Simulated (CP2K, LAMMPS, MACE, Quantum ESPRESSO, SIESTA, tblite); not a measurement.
# Bulk modulus two ways: Ga2O3 with crystalline order left by the classical run (100 atoms), QE, PBE

The cell holds 100 atoms (40 Ga and 60 O). Recipe: 100 atoms (40 Fe, 60 O) placed at random at 4.44 g/cm³, melted at 5000 K for 10 ps at fixed volume with the Morse and Coulomb pair potential with partial charges (Pedone, Malavasi, Menziani, Cormack and Segre, J. Phys. Chem. B 110, 11780 (2006)). Quenched from 5000 K to 300 K at 100 K/ps and fixed volume, held 10 ps at zero pressure, then minimised at fixed cell. Then Fe was replaced by Ga and the cell scaled by 1.003 (the potential has no terms for the new elements, so the cell is a start for a DFT relaxation). Then the atoms were relaxed with MACE MPA-0 medium in the fixed cell.

Calculated with Quantum ESPRESSO 7.5: PBE; plane waves, SSSP efficiency, 70/560 Ry; k-points Γ. The cell is scaled evenly by ±3 % in volume, and MACE MPA-0 medium relaxes the atoms at each volume before the single point.

| volume (Å³/atom) | energy less the middle row's (meV/atom) | pressure (GPa) |
| --- | --- | --- |
| 9.8973 | 22.178 | 13.646 |
| 10.203 | 0.000 | 8.062 |
| 10.510 | -12.233 | 3.122 |

Task: Find the bulk modulus at the middle volume from the pressures and from the energies, and check the printed pressure against the slope of the energy (1 meV/Å³ = 0.16022 GPa).

Worked:

The step is h = 0.3061 Å³. From pressures: B = −V dP/dV = 10.203 × (13.646 − (3.122)) / (2 × 0.3061) = 175 GPa.

From energies: B = V d²E/dV² = 10.203 × (22.178 + (-12.233)) / 0.3061² = 1083 meV/Å³ = 174 GPa.

Slope: P = −dE/dV = −(-12.233 − (22.178)) / (2 × 0.3061) = 56.2 meV/Å³ = 9.01 GPa, against 8.06 GPa printed.

The two moduli agree within 1 %.

A central difference over ±3 % overstates P by about B(1 + B′)(0.03)²/6, some 0.13 GPa for B′ = 4, which is small against the gap found. The atoms follow MACE MPA-0 medium, so this level's forces do work along the path, which enters the energies but not the printed pressures. A stress printed at a finite cutoff holds the number of plane waves fixed and tends to come out low, which is the sign found here.

Limits: three points, a static cell at zero temperature, the cell shape held; the modulus is that at 8.1 GPa, not at zero pressure.

[Hosts, paths, dates, database ids (printed as entryN), source tags and the programs' standing remarks are cut or masked in the printed files.]
